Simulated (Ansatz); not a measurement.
The system is La2O3.

```
La O
1.0
     3.93078    0.00000    0.00000
    -1.96539    3.40415    0.00000
     0.00000    0.00000    6.11195
La O
2 3
Direct
  0.33333 0.66667 0.24624
  0.66667 0.33333 0.75376
  0.00000 0.00000 0.00000
  0.33333 0.66667 0.64589
  0.66667 0.33333 0.35411
```

The cell is a database's computed one.

Base run:

* Program: Ansatz 0.2.0
* Functional: RPBE
* Potentials or basis: Ansatz PAW
* Cutoff: 420 eV
* Density cutoff: 1680 eV
* k mesh: 8 × 8 × 5
* Occupations: fermi-dirac, width 0.05 eV
* Spin: no spin polarisation

Its results: band gap on the k mesh 3.95 eV, indirect (least direct gap 4.16 eV); pressure 5.0 GPa; largest force 0.056 eV/Å.

Task: The run is repeated on the same cell with these changes: functional from RPBE to r2SCAN; cutoff from 420 eV to 500 eV; density cutoff from 1680 eV to 2000 eV; hubbard terms from none to La f U = 8 eV; hubbard projectors from none to ortho-atomic (the default). What comes out?

Result: Band gap on the k mesh 4.28 eV, indirect (least direct gap 4.44 eV); pressure 4.5 GPa; largest force 0.102 eV/Å.

Several settings changed at once, so the effect can't be laid on one alone.

Caveats: spin-orbit coupling is left out, which moves the levels of the heavy elements; the PAW data sets come from PBE, with cores solved anew for the run's functional, which leaves a small shift of forces and pressure; the potentials were made for another functional, which shifts forces and pressure (some runs); the magnetic or orbital state may not be the lowest (some runs); the k mesh misses the band edges, so the gap on the mesh is wider than the one along the path (some runs).

Not every run made on this cell is shown here.
